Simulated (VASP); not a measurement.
# Hf (Im-3m) in VASP: settings compared

One crystal, Hf, is run at these levels: LDA, PBE; tasks: density of states, electric field gradients.

All numbers are computed with VASP 6.6.1; they aren't measurements. Logs are shortened: lines on timing, memory, paths and dates and some standing lists are left out, and cuts for length are marked.

## Step 1: Starting point

Symmetry: Im-3m, No. 229, cubic system. Conventional cell: a = 3.535 Å, b = 3.535 Å, c = 3.535 Å, α = 90.00°, β = 90.00°, γ = 90.00°. Around Hf (site symmetry m-3m) lie 8 Hf at 3.06 Å.

This isn't the form of Hf at room conditions, which is hcp.

## Step 2: Density of states, LDA

POSCAR reads:

```
Hf
1.0
   -1.7674920948      1.7674920948      1.7674920948
    1.7674920948     -1.7674920948      1.7674920948
    1.7674920948      1.7674920948     -1.7674920948
Hf
1
Direct
    0.0000000000      0.0000000000      0.0000000000
```

INCAR.step1 reads:

```
PREC = Accurate ; ENCUT = 520
EDIFF = 1E-6 ; ISMEAR = -1
SIGMA = 0.05 ; LREAL = False
LASPH = True ; NELM = 100
ALGO = Fast ; ISIF = 2
LWAVE = False ; LCHARG = True
LMAXMIX = 4 ; GGA = CA
NBANDS = 11
```

KPOINTS.step1 reads:

```
Automatic mesh
0
Gamma
  14 14 14
```

INCAR.step2 reads:

```
PREC = Accurate ; ENCUT = 520
EDIFF = 1E-6 ; ISMEAR = -5
SIGMA = 0.05 ; LREAL = False
LASPH = True ; NELM = 100
ALGO = Fast ; ISIF = 2
LWAVE = False ; LCHARG = False
LMAXMIX = 4 ; GGA = CA
LORBIT = 10 ; NBANDS = 11
NEDOS = 1001 ; ICHARG = 11
```

KPOINTS.step2 reads:

```
Automatic mesh
0
Gamma
  21 21 21
```

Potentials or basis: VASP PAW LDA potentials, release 64 (Hf_pv).

Started as:

```sh
$ cat potpaw_LDA.64/Hf_pv/POTCAR > POTCAR
$ cp INCAR.step1 INCAR
$ cp KPOINTS.step1 KPOINTS
$ mpirun -np 1 vasp_std > vasp.out
$ cp INCAR.step2 INCAR
$ cp KPOINTS.step2 KPOINTS
$ mpirun -np 1 vasp_std > vasp.out
```

OUTCAR:

```text
PREC = Accurate
   ENCUT = 520
   EDIFF = 1E-6
   ISMEAR = -5
   LREAL = False
   LASPH = True
   NELM = 100
   ISIF = 2
   GGA = CA
   LORBIT = 10
   ICHARG = 11

 ion  position               nearest neighbor table
   1  0.000  0.000  0.000-

  LATTYP: Found a body centered cubic cell.
 ALAT       =     3.5349841896

  Lattice vectors:

 A1 = (  -1.7674920948,   1.7674920948,   1.7674920948)
 A2 = (   1.7674920948,  -1.7674920948,   1.7674920948)
 A3 = (   1.7674920948,   1.7674920948,  -1.7674920948)

Analysis of symmetry for initial positions (statically):
=====================================================================
 Subroutine PRICEL returns:
 Original cell was already a primitive cell.

 Routine SETGRP: Setting up the symmetry group for a
 body centered cubic supercell.

 Subroutine GETGRP returns: Found 48 space group operations
 (whereof 48 operations were pure point group operations)
 out of a pool of 48 trial point group operations.

The static configuration has the point symmetry O_h .

Analysis of symmetry for dynamics (positions and initial velocities):
=====================================================================
 Subroutine PRICEL returns:
 Original cell was already a primitive cell.

 Routine SETGRP: Setting up the symmetry group for a
 body centered cubic supercell.

 Subroutine GETGRP returns: Found 48 space group operations
 (whereof 48 operations were pure point group operations)
 out of a pool of 48 trial point group operations.

The dynamic configuration has the point symmetry O_h .

 Subroutine INISYM returns: Found 48 space group operations
 (whereof 48 operations are pure point group operations),
 and found     1 'primitive' translations

----------------------------------------------------------------------------------------

                                     Primitive cell

  volume of cell :      22.0868

  direct lattice vectors                    reciprocal lattice vectors
    -1.767492095  1.767492095  1.767492095     0.000000000  0.282886697  0.282886697
     1.767492095 -1.767492095  1.767492095     0.282886697  0.000000000  0.282886697
     1.767492095  1.767492095 -1.767492095     0.282886697  0.282886697  0.000000000

  length of vectors
     3.061386110  3.061386110  3.061386110     0.400062203  0.400062203  0.400062203

  position of ions in fractional coordinates (direct lattice)
     0.000000000  0.000000000  0.000000000

  ion indices of the primitive-cell ions
   primitive index   ion index
                 1           1

[... 87 lines left out ...]
   EFERMI =   0.00;   METHOD = LEGACY
   ISMEAR =    -5;   SIGMA  =   0.05  broadening in eV -4-tet -1-fermi 0-gaus
   EFERMI_NEDOS =   21; number of points for ismear=-14 and -15
   IALGO  =     68    algorithm
   IMIX   =      4    mixing-type and parameters
     AMIX     =   0.40;   BMIX     =  1.00
     AMIX_MAG =   1.60;   BMIX_MAG =  1.00
  volume/ion in A,a.u.               =      22.09       149.05
  Fermi-wavevector in a.u.,A,eV,Ry     =   1.257083  2.375543 21.500718  1.580258
  Thomas-Fermi vector in A             =   2.390760
   LORBIT       =     10    0 simple, 1 ext, 2 COOP (PROOUT), +10 PAW based schemes
   GGA     = CA    functional components
   LHFCALC =     F    Hartree Fock is set to
   AEXX    =    0.0000 exact exchange contribution
   IVDW    =     0    specifies the selected vdW correction
   LEPSILON=     F    determine dielectric tensor
   LRPA    =     F    only Hartree local field effects (RPA)
 non-spin polarized calculation
 RMM-DIIS sequential band-by-band and
 Fermi weights with tetrahedron method with Bloechl corrections
  energy-cutoff  :      520.00
  volume of cell :       22.09
 maximum number of plane-waves:       612

 number of electron      10.0000000 magnetization

 Free energy of the ion-electron system (eV)
  ---------------------------------------------------
  ext. energy  EPLUGINS =         0.00000000
  ---------------------------------------------------
  free energy    TOTEN  =       -10.50619179 eV

  energy without entropy =      -10.50619179  energy(sigma->0) =      -10.50619179

 E-fermi :   4.5296     XC(G=0): -11.5271

 val. band max:        4.6200962715   @ k =  -0.4762   0.4762   0.1429
 cond. band min:       4.5182537205   @ k =   0.2857   0.1429   0.0476
 fundamental gap:     -0.1018425510
 Fermi energy:         4.5296134271

 k-point     1 :       0.0000    0.0000    0.0000
  band No.  band energies     occupation
      1     -25.0835      2.00000
      2     -25.0835      2.00000
      3     -25.0835      2.00000
      4      -2.4775      2.00000
      5       5.9888      0.00000
      6       5.9888      0.00000
      7       5.9888      0.00000
      8       8.8190      0.00000
      9       8.8190      0.00000
     10      16.9022      0.00000
     11      17.9664      0.00000
[... 309 lines left out ...]
 k-point    24 :       0.1905    0.0952   -0.0000
  band No.  band energies     occupation
      1     -25.5303      2.00000
      2     -25.2171      2.00000
      3     -25.1121      2.00000
      4      -0.3912      2.00000
      5       4.8626     -0.02877
      6       4.9681     -0.00117
      7       7.9924      0.00000
      8       8.3372      0.00000
      9       9.2059      0.00000
     10      16.8972      0.00000
     11      18.3905      0.00000

 [... further k-points ...]

------------------------ aborting loop because EDIFF is reached ----------------------------------------

  FORCE on cell =-STRESS in cart. coord.  units (eV):
  Direction    XX          YY          ZZ          XY          YZ          ZX
  --------------------------------------------------------------------------------------
  -------------------------------------------------------------------------------------
  Total       -1.0916792     -1.0916792     -1.0916792      0.0000000     -0.0000000      0.0000000
  in kB      -79.1905209    -79.1905209    -79.1905209      0.0000000     -0.0000000      0.0000000
  external PRESSURE =     -79.1905209 kB  Pullay stress =       0.0000000 kB

 VOLUME and BASIS-vectors are now :
 -----------------------------------------------------------------------------
  energy-cutoff  :      520.00
  volume of cell :       22.09
      direct lattice vectors                 reciprocal lattice vectors
    -1.767492095  1.767492095  1.767492095     0.000000000  0.282886697  0.282886697
     1.767492095 -1.767492095  1.767492095     0.282886697  0.000000000  0.282886697
     1.767492095  1.767492095 -1.767492095     0.282886697  0.282886697  0.000000000

 POSITION                                       TOTAL-FORCE (eV/Angst)
 -----------------------------------------------------------------------------------
      0.00000      0.00000      0.00000         0.000000     -0.000000      0.000000
 -----------------------------------------------------------------------------------
    total drift:                               -0.000000     -0.000000     -0.000000

  FREE ENERGIE OF THE ION-ELECTRON SYSTEM (eV)
  ---------------------------------------------------
  free  energy   TOTEN  =       -10.5061917902 eV

  energy  without entropy=      -10.5061917902  energy(sigma->0) =      -10.50619179

 total charge

# of ion       s       p       d       tot
------------------------------------------
    1        0.388   6.350   1.645   8.384
```

OUTCAR.step1:

```text
PREC = Accurate
   ENCUT = 520
   EDIFF = 1E-6
   ISMEAR = -1
   LREAL = False
[... 553 lines left out ...]

 POSITION                                       TOTAL-FORCE (eV/Angst)
 -----------------------------------------------------------------------------------
      0.00000      0.00000      0.00000         0.000000      0.000000      0.000000
 -----------------------------------------------------------------------------------
    total drift:                                0.000000     -0.000000      0.000000

  FREE ENERGIE OF THE ION-ELECTRON SYSTEM (eV)
  ---------------------------------------------------
  free  energy   TOTEN  =       -10.5140905766 eV

  energy  without entropy=      -10.4988473274  energy(sigma->0) =      -10.50646895
```

OSZICAR.step1:

```text
N       E                     dE             d eps       ncg     rms          rms(c)
DAV:   1     0.123512457742E+02    0.12351E+02   -0.56818E+03  2288   0.842E+02
DAV:   2    -0.103886127056E+02   -0.22740E+02   -0.21987E+02  2936   0.155E+02
DAV:   3    -0.108700488067E+02   -0.48144E+00   -0.47176E+00  2829   0.150E+01
DAV:   4    -0.108718968859E+02   -0.18481E-02   -0.18475E-02  2625   0.113E+00
DAV:   5    -0.108719067035E+02   -0.98176E-05   -0.98167E-05  2809   0.729E-02    0.444E+01
RMM:   6    -0.106020826313E+02    0.26982E+00   -0.17671E-01  2342   0.268E+00    0.251E+01
RMM:   7    -0.105172099439E+02    0.84873E-01   -0.29760E-01  2499   0.357E+00    0.120E+00
RMM:   8    -0.105139206205E+02    0.32893E-02   -0.18286E-02  2545   0.109E+00    0.161E-01
RMM:   9    -0.105140743658E+02   -0.15375E-03   -0.21076E-03  2878   0.369E-01    0.865E-02
RMM:  10    -0.105140828210E+02   -0.84552E-05   -0.28647E-04  2788   0.126E-01    0.846E-02
RMM:  11    -0.105140905329E+02   -0.77120E-05   -0.10174E-04  3020   0.688E-02    0.124E-02
RMM:  12    -0.105140905766E+02   -0.43669E-07   -0.84940E-06  2795   0.229E-02
   1 F= -.10514091E+02 E0= -.10506469E+02  d E =-.152432E-01
```

Wall time 28 s (1 thread of AMD EPYC 9R45 (Zen 5), shared host); peak memory 0.17 GiB.

Results:

```
Valence electrons inside the program's atomic spheres : Hf 8.38
```

States per cell in windows of 1 eV (zero at the Fermi level; states under -8 eV left out):
| from (eV) | total | Hf1_d | Hf1_p | Hf1_s |
| --- | --- | --- | --- | --- |
| -8.0 | 0.00 | 0.00 | 0.00 | 0.00 |
| -7.0 | 0.05 | 0.00 | 0.00 | 0.02 |
| -6.0 | 0.12 | 0.00 | 0.01 | 0.04 |
| -5.0 | 0.21 | 0.01 | 0.03 | 0.07 |
| -4.0 | 0.47 | 0.10 | 0.05 | 0.11 |
| -3.0 | 0.81 | 0.29 | 0.08 | 0.11 |
| -2.0 | 0.62 | 0.29 | 0.06 | 0.03 |
| -1.0 | 1.75 | 0.97 | 0.24 | 0.01 |
| 0.0 | 1.52 | 0.82 | 0.26 | 0.01 |
| 1.0 | 0.40 | 0.27 | 0.03 | 0.01 |
| 2.0 | 0.62 | 0.42 | 0.04 | 0.01 |
| 3.0 | 1.06 | 0.78 | 0.06 | 0.01 |
| 4.0 | 1.60 | 1.26 | 0.06 | 0.03 |
| 5.0 | 1.40 | 1.08 | 0.12 | 0.04 |
| 6.0 | 0.48 | 0.32 | 0.08 | 0.03 |
| 7.0 | 0.55 | 0.35 | 0.10 | 0.05 |

Caveat: tetrahedron occupations give inexact forces and stress in metals.

## Step 3: Electric field gradients, LDA (volume scaled by 0.95)

INCAR reads:

```
SYSTEM = Hf
  ALGO = Fast
  EDIFF = 1E-8
  ENCUT = 520
  ISIF = 2
  ISMEAR = -1
  LASPH = .TRUE.
  LCHARG = .FALSE.
  LEFG = .TRUE.
  LREAL = .FALSE.
  LWAVE = .FALSE.
  NBANDS = 11
  NELM = 100
  PREC = Accurate
  SIGMA = 0.05
```

KPOINTS reads:

```
k-points
0
G
  14 14 14
  0 0 0
```

POSCAR reads:

```
Hf
1.0
   -1.7375288132      1.7375288132      1.7375288132
    1.7375288132     -1.7375288132      1.7375288132
    1.7375288132      1.7375288132     -1.7375288132
Hf
1
Direct
    0.0000000000      0.0000000000      0.0000000000
```

Potentials or basis: VASP PAW LDA potentials, release 64 (Hf_pv).

Started as:

```sh
$ cat potpaw_LDA.64/Hf_pv/POTCAR > POTCAR
$ mpirun -np 1 vasp_std > vasp.out
```

OUTCAR:

```text
SYSTEM = Hf
   EDIFF = 1E-8
   ENCUT = 520
   ISIF = 2
   ISMEAR = -1
   LASPH = .TRUE.
   LREAL = .FALSE.
   NELM = 100
   PREC = Accurate

 ion  position               nearest neighbor table
   1  0.000  0.000  0.000-

  LATTYP: Found a body centered cubic cell.
 ALAT       =     3.4750576264

  Lattice vectors:

 A1 = (  -1.7375288132,   1.7375288132,   1.7375288132)
 A2 = (   1.7375288132,  -1.7375288132,   1.7375288132)
 A3 = (   1.7375288132,   1.7375288132,  -1.7375288132)

Analysis of symmetry for initial positions (statically):
=====================================================================
 Subroutine PRICEL returns:
 Original cell was already a primitive cell.

 Routine SETGRP: Setting up the symmetry group for a
 body centered cubic supercell.

[... 520 lines left out ...]
  external PRESSURE =     -29.1680886 kB  Pullay stress =       0.0000000 kB

 VOLUME and BASIS-vectors are now :
 -----------------------------------------------------------------------------
  energy-cutoff  :      520.00
  volume of cell :       20.98
      direct lattice vectors                 reciprocal lattice vectors
    -1.737528813  1.737528813  1.737528813     0.000000000  0.287765012  0.287765012
     1.737528813 -1.737528813  1.737528813     0.287765012  0.000000000  0.287765012
     1.737528813  1.737528813 -1.737528813     0.287765012  0.287765012  0.000000000

 POSITION                                       TOTAL-FORCE (eV/Angst)
 -----------------------------------------------------------------------------------
      0.00000      0.00000      0.00000        -0.000000     -0.000000      0.000000
 -----------------------------------------------------------------------------------
    total drift:                                0.000000      0.000000      0.000000

  FREE ENERGIE OF THE ION-ELECTRON SYSTEM (eV)
  ---------------------------------------------------
  free  energy   TOTEN  =       -10.5517280069 eV

  energy  without entropy=      -10.5387314609  energy(sigma->0) =      -10.54522973

 Electric field gradients (V/A^2)
---------------------------------------------------------------------
 ion       V_xx      V_yy      V_zz      V_xy      V_xz      V_yz
---------------------------------------------------------------------
   1       0.000    -0.000    -0.000    -0.000    -0.000    -0.000
---------------------------------------------------------------------

 Electric field gradients after diagonalization (V/A^2)
 (convention: |V_zz| > |V_xx| > |V_yy|)
----------------------------------------------------------------------
 ion       V_xx      V_yy      V_zz     asymmetry (V_yy - V_xx)/ V_zz
----------------------------------------------------------------------
   1       0.000     0.000    -0.000       0.000
----------------------------------------------------------------------

           NMR quadrupolar parameters

 Cq : quadrupolar parameter    Cq=e*Q*V_zz/h
 eta: asymmetry parameters     (V_yy - V_xx)/ V_zz
 Q  : nuclear electric quadrupole moment in mb (millibarn)
----------------------------------------------------------------------
 ion       Cq(MHz)       eta       Q (mb)
----------------------------------------------------------------------
   1      -0.000       0.000       1.000
----------------------------------------------------------------------
```

OSZICAR:

```text
N       E                     dE             d eps       ncg     rms          rms(c)
DAV:   1     0.119580329178E+02    0.11958E+02   -0.57707E+03  2307   0.847E+02
DAV:   2    -0.104801694545E+02   -0.22438E+02   -0.21755E+02  2932   0.155E+02
DAV:   3    -0.108751898927E+02   -0.39502E+00   -0.38990E+00  2948   0.141E+01
DAV:   4    -0.108763051337E+02   -0.11152E-02   -0.11151E-02  2570   0.871E-01
DAV:   5    -0.108763105821E+02   -0.54484E-05   -0.54477E-05  2815   0.552E-02    0.453E+01
RMM:   6    -0.106338098273E+02    0.24250E+00   -0.15572E-01  2330   0.255E+00    0.260E+01
RMM:   7    -0.105545931423E+02    0.79217E-01   -0.26834E-01  2511   0.343E+00    0.129E+00
RMM:   8    -0.105515913283E+02    0.30018E-02   -0.16265E-02  2530   0.104E+00    0.171E-01
RMM:   9    -0.105517189537E+02   -0.12763E-03   -0.16915E-03  2854   0.337E-01    0.792E-02
RMM:  10    -0.105517223270E+02   -0.33734E-05   -0.21061E-04  2766   0.110E-01    0.476E-02
RMM:  11    -0.105517277516E+02   -0.54245E-05   -0.67841E-05  3054   0.554E-02    0.124E-02
RMM:  12    -0.105517279792E+02   -0.22762E-06   -0.66568E-06  2841   0.181E-02    0.621E-03
RMM:  13    -0.105517279779E+02    0.12620E-08   -0.15651E-06  3033   0.865E-03    0.313E-03
RMM:  14    -0.105517280010E+02   -0.23081E-07   -0.29179E-07  3026   0.335E-03    0.201E-03
RMM:  15    -0.105517280069E+02   -0.58956E-08   -0.71638E-08  2517   0.146E-03
   1 F= -.10551728E+02 E0= -.10545230E+02  d E =-.129965E-01
```

It took 15 s on 1 thread of AMD EPYC 9R45 (Zen 5), shared host; peak memory 0.11 GiB.

What came out:

```yaml
Free_energy: -10.5517 eV
Pressure: -2.9 GPa
Band_gap_on_the_k_mesh: none (metal or under the smearing width)
```

Electric field gradients, principal values (V/Å²):
| atom | Vxx | Vyy | Vzz |
| --- | --- | --- | --- |
| 1 Hf | 0.000 | 0.000 | 0.000 |

(Part 1 of 2 ends here.)
